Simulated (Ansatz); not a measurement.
TiSi2:

```
Ti Si
1.0
     0.00000    4.11752    4.26290
     2.38951    0.00000    4.26290
     2.38951    4.11752    0.00000
Ti Si
2 4
Cartesian
  3.5843 6.1763 6.3943
  2.3895 4.1175 4.2629
  1.1948 3.3975 2.1314
  1.1948 0.7200 2.1314
  2.3895 1.3387 4.2629
  2.3895 6.8963 4.2629
```

The cell is a database's computed one.

- Program: Ansatz 0.2.0
- Task: relaxation of cell and atoms
- Functional: LDA
- Potentials or basis: Ansatz PAW
- Cutoff: 420 eV (not typed: the program's choice for these potentials)
- k mesh: 7 × 7 × 7
- Occupations: fermi-dirac, width 0.05 eV
- Spin: no spin polarisation

At the start: volume 13.98 Å³/atom.

**Question.** Where does the relaxation end?

**Answer.** It ends after 9 steps and the volume is 13.49 Å³/atom (-3.5 %); space group Fddd (No. 70, to 0.05 Å).

Step by step:
```tsv
step	energy change (eV)	largest force (eV/Å)	volume (Å³)
1	0.0000	0.0644	83.88
2	-0.0480	0.0135	80.55
3	-0.0517	0.0220	80.96
4	-0.0519	0.0166	80.96
5	-0.0519	0.0033	80.97
6	-0.0520	0.0019	80.96
7	-0.0511	0.0018	80.96
8	-0.0511	0.0000	80.94
9	-0.0511	0.0000	80.94
```

Final structure:
```yaml
crystal:
  lattice:
    - [0.00000, 4.05277, 4.22508]
    - [2.36357, 0.00000, 4.22508]
    - [2.36357, 4.05277, 0.00000]
  atoms:
    - { symbol: Ti, position: [0.75000, 0.75000, 0.75000] }
    - { symbol: Ti, position: [0.50000, 0.50000, 0.50000] }
    - { symbol: Si, position: [0.41403, 0.08597, 0.41403] }
    - { symbol: Si, position: [0.08597, 0.41403, 0.08597] }
    - { symbol: Si, position: [0.16403, 0.83597, 0.16403] }
    - { symbol: Si, position: [0.83597, 0.16403, 0.83597] }
```

Caveat: the plane-wave basis is chosen anew once the cell has moved, so the energies of steps on either side of that aren't comparable; the PAW data sets come from PBE, with cores solved anew for the run's functional, which leaves a small shift of forces and pressure.
